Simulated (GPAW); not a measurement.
Crystal: Os.

```
Os
1.0
     2.73410    0.00000    0.00000
    -1.36705    2.36780    0.00000
     0.00000    0.00000    4.31970
Os
2
Direct
  0.66667 0.33333 0.75000
  0.33333 0.66667 0.25000
```

```yaml
Program: GPAW 26.7.0
Task: single point
Functional: PBE
Potentials_or_basis: GPAW PAW data sets (gpaw-data 1.2.1)
Cutoff: 600 eV
Basis: pw
k_mesh: 11 × 11 × 6
Occupations: fermi-dirac, width 0.05 eV
Spin: no spin polarisation
```

On this cell: pressure 6.5 GPa; largest force under 0.003 eV/Å; band gap on the k mesh none (metal or under the smearing width).

The same run follows on a disturbed copy (atoms moved at random, drawn with an rms of 0.05 Å):

```
Os
1.0
     2.73410    0.00000    0.00000
    -1.36705    2.36780    0.00000
     0.00000    0.00000    4.31970
Os
2
Direct
  0.65888 0.31974 0.75917
  0.32855 0.66495 0.24603
```

Problem. What does the disturbed cell give?

Solution. The energy (extrapolated to zero smearing) moves by +16.2 meV/atom; pressure 7.3 GPa; largest force 1.037 eV/Å; band gap on the k mesh none (metal or under the smearing width).

Forces on the atoms (eV/Å):
```
Os  -0.067  0.233 -1.008
Os   0.067 -0.233  1.008
```

Stress tensor (GPa, compression positive):
```
 6.00  0.19  0.08
 0.19  7.31 -0.27
 0.08 -0.27  8.55
```
